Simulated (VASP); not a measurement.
# Settings for HfSiO₄: self-consistent run

HfSiO₄, I4_1/amd (no. 141), 12 atoms in the cell. PBE; PAW potentials Hf_pv, Si, O (PBE set). VASP 6.6.1.

Wanted: energy within 0.2 meV/atom; levels at the zone centre within 0.003 eV.

What the run is for: comparing ways to start; Accuracy asked: tight.

Levels at the zone centre: counted from the valence top at that point.

POSCAR:
```
HfSiO4
1.0
   -3.2862500000      3.2862500000      2.9816000000
    3.2862500000     -3.2862500000      2.9816000000
    3.2862500000      3.2862500000     -2.9816000000
Hf Si O
2 2 8
Direct
    0.0000000000      0.0000000000      0.0000000000
    0.7500000000      0.2500000000      0.5000000000
    0.5000000000      0.5000000000      0.0000000000
    0.2500000000      0.7500000000      0.5000000000
    0.6802000000      0.4957000000      0.8155000000
    0.2457000000      0.9302000000      0.3155000000
    0.6802000000      0.8647000000      0.1845000000
    0.6147000000      0.9302000000      0.6845000000
    0.0698000000      0.3853000000      0.3155000000
    0.5043000000      0.3198000000      0.1845000000
    0.0698000000      0.7543000000      0.6845000000
    0.1353000000      0.3198000000      0.8155000000
```

## How the run starts (with a second run first, the time holds both)

| How the run starts (with a second run first, the time holds both) | Energy less reference (meV/atom) | Levels at the zone centre, largest deviation (eV) | Time (s) |
|---|---|---|---|
| from scratch: 14 SCF iterations | 0.00 | 0.0000 | 59 |
| orbitals of a nearby geometry (ISTART 1): 14 + 9 SCF iterations | 0.00 | 0.0004 | 167 |
| orbitals and density of a nearby geometry: 14 + 14 SCF iterations | 0.00 | 0.0001 | 170 |
| density of a nearby geometry (ICHARG 1): 14 + 16 SCF iterations | 0.00 | 0.0002 | 177 |
| orbitals in the old basis (ISTART 2), symmetry off: 14 + 10 SCF iterations | -0.17 | 0.0001 | 275 |

Chosen: from scratch: 14 SCF iterations; no other choice that stays within the tolerance saves 30 % of the time.

The chosen settings are those of the reference run.

Values of the reference run: Levels at the zone centre: -0.558, 0, 5.785 eV from the valence top at Gamma.

## The input

INCAR:
```
SYSTEM = HfSiO4
  GGA = PE
  ISMEAR = 0
  SIGMA = 0.03
  LWAVE = .False.
  LCHARG = .False.
  ISIF = 2
  PREC = Accurate
  LASPH = .True.
  LREAL = .False.
  ALGO = Normal
  EDIFF = 1E-6
  NELM = 120
  GGA_COMPAT = .False.
  ENCUT = 520
  EFERMI = MIDGAP
  KPAR = 2
```

KPOINTS:
```
k-points
0
Gamma
  6 6 6
```

Commands:
```
cat potpaw_PBE.64/Hf_pv/POTCAR potpaw_PBE.64/Si/POTCAR potpaw_PBE.64/O/POTCAR > POTCAR
mpirun -np 2 vasp_std > vasp.out
```

The chosen input took VASP 6.6.1 59 s on 2 cores (Intel Xeon 6975P-C (Granite Rapids)), a shared host.

## An input that fails: restart asked without its files

VASP's message: ERROR: charge density could not be read from file CHGCAR for ICHARG>10.

Changes against the starting input:
```
- NELM = 120
+ NELM = 60
+ ICHARG = 11
```
